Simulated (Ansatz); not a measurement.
# LaAlO3: isotropic strain −3.97 %

Base system: LaAlO₃ (space group R-3c, No. 167; a = 5.353 Å, c = 13.048 Å (hexagonal axes)).

Perturbation: every lattice vector is shortened by 3.97 %, atoms relaxed at fixed cell.

All numbers come from Kohn–Sham DFT with the PBEsol functional, run in Ansatz (a program for electronic structure) with PAW and 420 eV plane waves, spin-orbit coupling left out. k-mesh 8×8×8 (Γ-centred); smearing 0.05 eV (Fermi–Dirac).

The volume per atom decreases by 1.24 Å³ (10.80 Å³ → 9.56 Å³) and the space group remains R-3c (No. 167). The energy goes up by 107 meV/atom and the pressure (mean of the normal stresses, compression positive) goes from zero to 30.77 GPa. The band gap drops by 0.35 eV, from 3.94 eV to 3.59 eV and the width of the top valence band rises by 0.187 eV to 0.71 eV. The valence-band top at Γ (three highest levels, from the VBM) comes out as 0.00, -0.05, -0.05 eV and the largest internal atomic displacement is 0.133 Å.

Cost of the whole job for the changed cell (relaxation, final SCF and bands): very roughly 110 core-seconds.

Whether these cells are dynamically stable was not tested.
